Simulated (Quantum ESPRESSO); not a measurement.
Runs of Quantum ESPRESSO 7.5 on KBr. The structure is cubic, space group Fm-3m (No. 225). The conventional cell has a = 6.600 Å, b = 6.600 Å, c = 6.600 Å, α = 90.00°, β = 90.00°, γ = 90.00°. Around Br (site symmetry m-3m) lie 6 K at 3.30 Å. K (site symmetry m-3m) has 6 Br at 3.30 Å as nearest neighbours. 

| task | level | potentials or basis | cell | k mesh | cutoff (eV) | form of the LDA correlation | mesh quality | pressure (GPa) |
| --- | --- | --- | --- | --- | --- | --- | --- | --- |
| phonons | PBE | PseudoDojo 0.4.1 SR PBE standard | relaxed | 2 × 2 × 2, shifted | 1007 | - | coarse | 0.0 |
| phonons | PBE | PseudoDojo 0.4.1 SR PBE standard | relaxed | 4 × 4 × 4, shifted | 1007 | - | not flagged | 0.0 |
| dielectric tensor | BLYP | PseudoDojo 0.4.1 SR PBE standard | as given | 6 × 6 × 6, shifted | 1007 | - | not flagged | 1.5 |
| phonons | LDA | PseudoDojo 0.4.1 SR LDA standard | relaxed | 2 × 2 × 2, shifted | 980 | PW92 | coarse | 0.0 |
| phonons | PBE | PseudoDojo 0.4.1 SR PBE standard | relaxed to 10 GPa | 4 × 4 × 4, shifted | 1007 | - | not flagged | 10.0 |
| phonons | AM05 | PseudoDojo 0.4.1 SR PBE standard | relaxed | 2 × 2 × 2, shifted | 1007 | - | coarse | 0.0 |
| dielectric tensor | LDA | PseudoDojo 0.4.1 SR LDA standard | as given | 6 × 6 × 6, shifted | 980 | PW92 | not flagged | (a) |
| phonons | PW91 | PseudoDojo 0.4.1 SR PBE standard | relaxed | 2 × 2 × 2, shifted | 1007 | - | coarse | 0.0 |
| dielectric tensor | PBE | PseudoDojo 0.4.1 SR PBE standard | as given | 6 × 6 × 6, shifted | 1007 | - | not flagged | 0.7 |

Alike in all rows: no spin polarisation; smearing fermi-dirac 0.05 eV.

Problem. Estimate the missing entries.

Solution. (a) -1.7.

Caveats: some runs use coarse meshes; the potentials were made for another functional, which shifts forces and pressure (some runs); the cell is more than 3 GPa from zero pressure, which shifts response properties (some runs).
